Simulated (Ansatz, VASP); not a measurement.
Cs: VASP beside Ansatz

Contents of INCAR:

```
  PREC = Accurate
  ENCUT = 520
  EDIFF = 1E-6
  ISMEAR = 0
  SIGMA = 0.1
  LREAL = False
  LASPH = True
  NELM = 100
  ALGO = Normal
  ISIF = 2
  LWAVE = False
  LCHARG = True
  GGA = PS
  LELF = True
  LVHAR = True
  NBANDS = 26
```

File KPOINTS:

```
regular mesh
0
Gamma
  8 8 2
```

The input POSCAR:

```
Cs
1.0
    5.4431246263      0.0000000000      0.0000000000
   -2.7215623132      5.0885115621      0.0000000000
    0.0000000000      0.0000000000     18.7693938458
Cs
4
Direct
    0.0013403975      0.0026807951     -0.0019407676
    0.3333609182      0.6667218463      0.2500000000
    0.0013403975      0.0026807951      0.5019407676
    0.6639582868      0.3279165635      0.7500000000
```

Input for Ansatz:

```yaml
crystal:
  lattice:
    - [5.4431246263, 0.0, 0.0]
    - [-2.7215623132, 5.0885115621, 0.0]
    - [0.0, 0.0, 18.7693938458]
  atoms:
    - { symbol: Cs, position: [0.0013403975, 0.0026807951, -0.0019407676] }
    - { symbol: Cs, position: [0.3333609182, 0.6667218463, 0.25] }
    - { symbol: Cs, position: [0.0013403975, 0.0026807951, 0.5019407676] }
    - { symbol: Cs, position: [0.6639582868, 0.3279165635, 0.75] }
basis:
  ecutwfc: 420
kpoints:
  mp_grid: { grid: [8, 8, 2] }
hamiltonian:
  xc: pbesol
scf:
  occupations: { method: gaussian, width: 0.1 }
output:
  forces: true
  stress: true
  eigenvalues: true
```

Alike in both runs: task single point; functional PBEsol; k mesh 8 × 8 × 2; occupations gaussian, width 0.1 eV; no spin polarisation.

|  | VASP | Ansatz |
| --- | --- | --- |
| version | VASP 6.6.1 | Ansatz 0.2.0 |
| potentials or method | VASP PAW PBE potentials, release 64 (Cs_sv) | scalar-relativistic, plane waves, PAW |
| plane-wave cutoff (eV) | 520 | 420 |
| valence electrons in the cell | 36 | 36 |

|  | VASP | Ansatz | Ansatz less VASP |
| --- | --- | --- | --- |
| gap on the k mesh at the Fermi level (eV) | none | none | - |
| pressure (GPa) | -0.3 | -0.3 | +0.01 |
| largest component of the traceless stress (GPa) | 0.07 | 0.07 | 0.000 |
| rms of the force components (eV/Å) | 0.004 | 0.004 | +0.0001 |

Atom by atom the forces differ by 0.000 eV/Å (rms over components). A gap of «none» marks a metal or a gap that the smearing closes.

Caveats: the PAW data sets were made with another functional, which shifts forces and pressure a little (VASP). The runs have no spin-orbit coupling, so splittings on Cs are missing.
